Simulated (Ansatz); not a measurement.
# Sn (omega (AlB2-type)): energy against volume

Level of theory: Ansatz, DFT, revPBE, plane waves (420 eV) with PAW, scalar-relativistic. The PAW files were generated under PBE, with cores re-solved for the functional.

The cell is scaled uniformly from the relaxed one, with fractional coordinates and shape fixed. Energies are extrapolated to zero smearing, pressures are those at the given smearing. Magnetic state: spin not included.

A Birch-Murnaghan fit gives V₀ = 28.74 Å³/atom, B₀ = 43 GPa, B₀′ = 4.6.

Task: What are the energy above the minimum and the pressure at 27.348 Å³/atom?

Result: 9.8 meV/atom and 2.34 GPa as computed.

Task: What are the energy above the minimum and the pressure at 29.627 Å³/atom?

Result: 3.5 meV/atom and -1.24 GPa as computed.

Task: What are the energy above the minimum and the pressure at 30.766 Å³/atom?

Result: 16.8 meV/atom and -2.52 GPa as computed.
